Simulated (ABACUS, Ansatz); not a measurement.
Given: the input of a run of Ansatz 0.2.0 on Te2Mo. 

input.yaml

```yaml
crystal:
  lattice:
    - [3.5182, 0.0, 0.0]
    - [-1.7591, 3.0468505756, 0.0]
    - [0.0, 0.0, 13.9736]
  atoms:
    - { symbol: Te, position: [0.6666666667, 0.3333333333, 0.379] }
    - { symbol: Te, position: [0.3333333333, 0.6666666667, 0.879] }
    - { symbol: Te, position: [0.6666666667, 0.3333333333, 0.121] }
    - { symbol: Te, position: [0.3333333333, 0.6666666667, 0.621] }
    - { symbol: Mo, position: [0.6666666667, 0.3333333333, 0.75] }
    - { symbol: Mo, position: [0.3333333333, 0.6666666667, 0.25] }
hamiltonian:
  xc: pbe
  pseudopotentials: { kind: paw, azcp: { folder: soft_1 } }
kpoints:
  mp_grid: { grid: [9, 9, 2] }
scf:
  occupations: { method: fermi_dirac, width: 0.05 }
output:
  forces: true
  stress: true
  eigenvalues: true
```

Potentials or basis: Ansatz PAW soft_1.

Run with:

```console
$ ansatz run input.yaml --threads 1 --pin off --max-ram 3584MiB --backend cpu --events-out ev --progress --plain --runs-dir out
```

Question: What does the same run look like in ABACUS 3.10.1? Potentials or basis there: PseudoDojo NC SR 0.4.1 PBE standard, plane waves, cutoff 1129 eV.

Answer: As run (cutoffs and basis follow the program's own potentials, and thresholds, step limits or extra output files can differ):

File INPUT:

```
INPUT_PARAMETERS
suffix              Te2Mo
calculation         scf
basis_type          pw
pseudo_dir          ./
symmetry            1
dft_functional      pbe
ecutwfc             83
pseudo_rcut         10
nspin               1
nbands              56
ks_solver           dav
smearing_method     fd
smearing_sigma      0.00367493
scf_thr             1e-08
scf_nmax            100
mixing_type         broyden
mixing_beta         0.7
cal_force           1
cal_stress          1
out_chg             1
out_pot             2
out_elf             1
```

File STRU:

```
ATOMIC_SPECIES
Te 127.6000 Te.upf
Mo 95.9500 Mo.upf

LATTICE_CONSTANT
1.8897261246

LATTICE_VECTORS
3.5182000000 0.0000000000 0.0000000000
-1.7591000000 3.0468505756 0.0000000000
0.0000000000 0.0000000000 13.9736000000

ATOMIC_POSITIONS
Direct

Te
0.0
4
0.6666666667 0.3333333333 0.3790000000 1 1 1
0.3333333333 0.6666666667 0.8790000000 1 1 1
0.6666666667 0.3333333333 0.1210000000 1 1 1
0.3333333333 0.6666666667 0.6210000000 1 1 1

Mo
0.0
2
0.6666666667 0.3333333333 0.7500000000 1 1 1
0.3333333333 0.6666666667 0.2500000000 1 1 1
```

The input KPT:

```
K_POINTS
0
Gamma
9 9 2 0 0 0
```

Potentials or basis: PseudoDojo NC SR 0.4.1 PBE standard, plane waves.

Launch:

```sh
$ OMP_NUM_THREADS=1 mpirun -np 4 abacus > log
```

Both were run:

|  | Ansatz | ABACUS |
| --- | --- | --- |
| Pressure | 2.9 GPa | 3.4 GPa |

Ansatz's pressure holds a Pulay term of +0.03 GPa for its cutoff of 420 eV, which the other run lacks.

Where Ansatz's input types no cutoff or centring, it takes its own default and a Γ-centred mesh.

Pressure is positive in compression.
